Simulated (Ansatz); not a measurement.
Space group Fm-3m (No. 225). a = 6.572 Å, b = 6.572 Å, c = 6.572 Å, α = 90.00°, β = 90.00°, γ = 90.00°
| atom | site | symmetry | x | y | z |
| --- | --- | --- | --- | --- | --- |
| Te | 4b | m-3m | 0.5000 | 0.0000 | 0.0000 |
| Pb | 4a | m-3m | 0.0000 | 0.0000 | 0.0000 |

Equation of state of this TePb structure (not necessarily the ground state), with shape and atoms relaxed at each volume where symmetry leaves them free. The calculation used DFT PBE, scalar-relativistic, plane waves, PAW (Ansatz 0.2.0).

Settings: cutoff 420 eV, Γ-centred mesh 8×8×8 on the computed 2-atom cell, Gaussian smearing of 0.02 eV; no spin polarisation.

| V (Å³/atom) | E − E(largest V) (meV/atom) | P (GPa) | gap on mesh (eV) |
| --- | --- | --- | --- |
| 33.354 | 2.21 | 2.69 | 0.71 |
| 34.419 | -10.59 | 1.21 | 0.77 |
| 35.483 | -14.33 | -0.05 | 0.83 |
| 36.548 | -10.40 | -1.11 | 0.88 |
| 37.612 | 0.00 | -2.00 | 0.92 |

Question: Fit a third-order Birch–Murnaghan equation to E(V).

Answer: V0 = 35.44 Å³/atom, B0 = 39 GPa, B0' = 4.6.

Spin-orbit coupling is left out, which matters for the bands of heavy elements.